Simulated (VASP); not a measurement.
# Ca (Fm-3m) in VASP: elastic constants with LDA

Aim: the elastic constants of Ca with LDA.

Program: VASP 6.6.1. These are calculated values, not measurements. Logs are shortened: lines on timing, memory, paths and dates and some standing lists are left out, and cuts for length are marked.

### 1 The crystal as given

The structure is cubic, space group Fm-3m (No. 225). Conventional cell: a = 5.601 Å, b = 5.601 Å, c = 5.601 Å, α = 90.00°, β = 90.00°, γ = 90.00°. Ca (site symmetry m-3m) has 12 Ca at 3.96 Å as nearest neighbours.

### 2 Elastic constants, LDA

POSCAR reads:

```
Ca
1.0
    0.0000000000      2.8005000000      2.8005000000
    2.8005000000      0.0000000000      2.8005000000
    2.8005000000      2.8005000000      0.0000000000
Ca
1
Direct
    0.0000000000      0.0000000000      0.0000000000
```

INCAR.step1 reads:

```
PREC = Accurate ; ENCUT = 600
EDIFF = 1E-8 ; ISMEAR = 0
SIGMA = 0.1 ; LREAL = F
LASPH = T ; NELM = 80
ALGO = Normal ; ISIF = 3
LWAVE = F ; LCHARG = F
GGA = CA ; IBRION = 2
NSW = 40 ; EDIFFG = -0.002
```

INCAR.step2 reads:

```
PREC = Accurate ; ENCUT = 600
EDIFF = 1E-8 ; ISMEAR = 0
SIGMA = 0.1 ; LREAL = F
LASPH = T ; NELM = 80
ALGO = Normal ; ISIF = 3
LWAVE = F ; LCHARG = F
GGA = CA ; IBRION = 6
NFREE = 2 ; POTIM = 0.015
NSW = 1
```

KPOINTS reads:

```
regular mesh
0
Gamma
  18 18 18
```

Potentials or basis: VASP PAW LDA potentials, release 64 (Ca_sv).

On the command line:

```console
cat potpaw_LDA.64/Ca_sv/POTCAR > POTCAR
cp INCAR.step1 INCAR
mpirun -np 1 vasp_std > vasp.out
cp CONTCAR POSCAR
cp INCAR.step2 INCAR
mpirun -np 1 vasp_std > vasp.out
```

OUTCAR:

```text
PREC = Accurate
   ENCUT = 600
   EDIFF = 1E-8
   ISMEAR = 0
   LREAL = F
   LASPH = T
   NELM = 80
   ISIF = 3
   GGA = CA
   IBRION = 6
   NFREE = 2
   POTIM = 0.015
   NSW = 1

 ion  position               nearest neighbor table
   1  0.000  0.000  0.000-

  LATTYP: Found a face centered cubic cell.
 ALAT       =     5.3388789841

  Lattice vectors:

 A1 = (   0.0000000000,   2.6694394920,   2.6694394920)
 A2 = (   2.6694394920,   0.0000000000,   2.6694394920)
 A3 = (   2.6694394920,   2.6694394920,   0.0000000000)

Analysis of symmetry for initial positions (statically):
=====================================================================
 Subroutine PRICEL returns:
 Original cell was already a primitive cell.

 Routine SETGRP: Setting up the symmetry group for a
 face centered cubic supercell.

 Subroutine GETGRP returns: Found 48 space group operations
 (whereof 48 operations were pure point group operations)
 out of a pool of 48 trial point group operations.

The static configuration has the point symmetry O_h .

Analysis of symmetry for dynamics (positions and initial velocities):
=====================================================================
 Subroutine PRICEL returns:
 Original cell was already a primitive cell.

 Routine SETGRP: Setting up the symmetry group for a
 face centered cubic supercell.

 Subroutine GETGRP returns: Found 48 space group operations
 (whereof 48 operations were pure point group operations)
 out of a pool of 48 trial point group operations.

The dynamic configuration has the point symmetry O_h .

 Subroutine INISYM returns: Found 48 space group operations
 (whereof 48 operations are pure point group operations),
 and found     1 'primitive' translations

----------------------------------------------------------------------------------------
[... 339 lines left out ...]
  band No.  band energies     occupation
      1     -39.1218      2.00000
      2     -20.3126      2.00000
      3     -20.3126      2.00000
      4     -20.3126      2.00000
      5      -1.9944      2.00000
      6       4.5536      0.00000
      7       4.5536      0.00000
      8       4.5536      0.00000
      9       5.7597      0.00000
[... 265 lines left out ...]
 k-point    24 :      -0.2222    0.0556    0.0000
  band No.  band energies     occupation
      1     -39.1102      2.00000
      2     -20.4136      2.00000
      3     -20.3328      2.00000
      4     -20.3238      2.00000
      5      -0.9141      2.00000
      6       3.6439      0.00000
      7       4.6555      0.00000
      8       4.7727      0.00000
      9       5.5682      0.00000

 [... further k-points ...]

------------------------ aborting loop because EDIFF is reached ----------------------------------------

  FORCE on cell =-STRESS in cart. coord.  units (eV):
  Direction    XX          YY          ZZ          XY          YZ          ZX
  --------------------------------------------------------------------------------------
  -------------------------------------------------------------------------------------
  Total       -0.0005102     -0.0005102     -0.0005102      0.0000000      0.0000000     -0.0000000
  in kB       -0.0214856     -0.0214856     -0.0214856      0.0000000      0.0000000     -0.0000000
  external PRESSURE =      -0.0214856 kB  Pullay stress =       0.0000000 kB
[... 16 lines left out ...]
  FREE ENERGIE OF THE ION-ELECTRON SYSTEM (eV)
  ---------------------------------------------------
  free  energy   TOTEN  =        -2.2085880850 eV

  energy  without entropy=       -2.2009765016  energy(sigma->0) =       -2.20478229

 INTERNAL STRAIN TENSORS FROM STRAINED CELLS
 ============================================

 INTERNAL STRAIN TENSOR FOR ION    1 for displacements in x,y,z  (eV/Angst):
          X           Y           Z          XY          YZ          ZX
  --------------------------------------------------------------------------------
  x    -0.00000    -0.00000    -0.00000     0.00000     0.00000     0.00000
  y    -0.00000    -0.00000    -0.00000    -0.00000    -0.00000     0.00000
  z    -0.00000     0.00000    -0.00000     0.00000     0.00000    -0.00000

 INTERNAL STRAIN TENSORS FROM DISPLACED ATOMS
 ============================================

 INTERNAL STRAIN TENSOR FOR ION    1 for displacements in x,y,z  (eV/Angst):
          X           Y           Z          XY          YZ          ZX
  --------------------------------------------------------------------------------
  x     0.00000     0.00000     0.00000     0.00000     0.00000     0.00000
  y     0.00000     0.00000     0.00000     0.00000     0.00000     0.00000
  z     0.00000     0.00000     0.00000     0.00000     0.00000     0.00000

 Eigenvectors and eigenvalues of the dynamical matrix
 ----------------------------------------------------

   1 f  =    0.000000 THz     0.000000 2PiTHz    0.000000 cm-1     0.000000 meV
             X         Y         Z           dx          dy          dz
      0.000000  0.000000  0.000000    -0.923248    0.384205    0.000000

   2 f  =    0.000000 THz     0.000000 2PiTHz    0.000000 cm-1     0.000000 meV
             X         Y         Z           dx          dy          dz
      0.000000  0.000000  0.000000     0.000000    0.000000    1.000000

   3 f  =    0.000000 THz     0.000000 2PiTHz    0.000000 cm-1     0.000000 meV
             X         Y         Z           dx          dy          dz
      0.000000  0.000000  0.000000     0.384205    0.923248    0.000000

--------------------------------------------------------------------------------------------------------

 ELASTIC MODULI CONTR FROM IONIC RELAXATION (kBar)
 Direction    XX          YY          ZZ          XY          YZ          ZX
 --------------------------------------------------------------------------------
 XX           0.0000      0.0000      0.0000      0.0000      0.0000      0.0000
 YY           0.0000      0.0000      0.0000      0.0000      0.0000      0.0000
 ZZ           0.0000      0.0000      0.0000      0.0000      0.0000      0.0000
 XY           0.0000      0.0000      0.0000      0.0000      0.0000      0.0000
 YZ           0.0000      0.0000      0.0000      0.0000      0.0000      0.0000
 ZX           0.0000      0.0000      0.0000      0.0000      0.0000      0.0000
 --------------------------------------------------------------------------------

 TOTAL ELASTIC MODULI (kBar)
 Direction    XX          YY          ZZ          XY          YZ          ZX
 --------------------------------------------------------------------------------
 XX         239.8183    166.3445    166.3445     -0.0000      0.0000      0.0000
 YY         166.3445    239.8183    166.3445      0.0000     -0.0000      0.0000
 ZZ         166.3445    166.3445    239.8183     -0.0000      0.0000      0.0000
 XY          -0.0000      0.0000     -0.0000    127.3002      0.0000      0.0000
 YZ           0.0000     -0.0000      0.0000      0.0000    127.3002      0.0000
 ZX           0.0000      0.0000      0.0000      0.0000      0.0000    127.3002
 --------------------------------------------------------------------------------
```

Wall time 45 min (1 thread of Intel Xeon 6975P-C (Granite Rapids), shared host); peak memory 1.1 GiB.

What came out:

- Relaxed volume: 38.04 Å³/atom
- Relaxed cell: a = 3.775 Å, b = 3.775 Å, c = 3.775 Å, α = 60.00°, β = 60.00°, γ = 60.00°
- Space group after relaxing (to 0.05 Å): Fm-3m (No. 225)
- Elastic constants C11, C12, C44: 24, 17, 13 GPa
- Voigt bulk modulus: 19 GPa

Step by step:
```
step  energy change (eV)  largest force (eV/Å)  pressure (GPa)  volume (Å³)
   1              0.0000                0.0000           -2.19        43.93
   2             -0.0374                0.0000           -0.97        40.22
   3             -0.0441                0.0000           -0.11        38.29
   4             -0.0442                0.0000            0.00        38.04
```

Final structure:
```yaml
crystal:
  lattice:
    - [0.00000, 2.66944, 2.66944]
    - [2.66944, 0.00000, 2.66944]
    - [2.66944, 2.66944, 0.00000]
  atoms:
    - { symbol: Ca, position: [0.00000, 0.00000, 0.00000] }
```

Elastic tensor in Voigt notation (GPa, in the Cartesian axes of the cell as first typed):
```
24 17 17  0  0  0
17 24 17  0  0  0
17 17 24  0  0  0
 0  0  0 13  0  0
 0  0  0  0 13  0
 0  0  0  0  0 13
```

Clamped-ion elastic tensor (GPa):
```
24 17 17  0  0  0
17 24 17  0  0  0
17 17 24  0  0  0
 0  0  0 13  0  0
 0  0  0  0 13  0
 0  0  0  0  0 13
```
